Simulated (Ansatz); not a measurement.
CsCl:
```xyz
2
Lattice="4.2060 0.0000 0.0000 0.0000 4.2060 0.0000 0.0000 0.0000 4.2060" Properties=species:S:1:pos:R:3 pbc="T T T"
Cs     0.0000     0.0000     0.0000
Cl     2.1030     2.1030     2.1030
```

Relaxed with PBE. Special points in fractions of this cell's reciprocal vectors: Γ (0.000, 0.000, 0.000); X (0.000, 0.500, 0.000); M (0.500, 0.500, 0.000); R (0.500, 0.500, 0.500).

Q: List the band energies nearest the valence-band maximum at these points for DFT-PBE in the program Ansatz with PAW potentials.

A: In eV from the valence-band maximum; about four levels below and three above (degenerate sets whole), none deeper than 8.9 eV; points with the same levels are listed once.

```csv
k,below,above
Γ,-5.98 -5.98 -5.98 0.00 0.00 0.00,5.01 5.45 5.45
X,-5.87 -5.87 -1.05 -0.18 -0.18,6.39 7.33 8.50
M,-5.79 -0.41 -0.41 -0.03,5.89 5.98 7.90 7.90
R,-6.44 -6.44 -6.44 -0.95 -0.95 -0.95,8.24 8.24 8.24
```

Space group Pm-3m (CsCl type). Symmetry was held in the PBE relaxation. Scalar-relativistic: spin–orbit coupling is off unless named, which matters more the heavier the elements.

Potentials: the earlier of the program's two PAW sets.
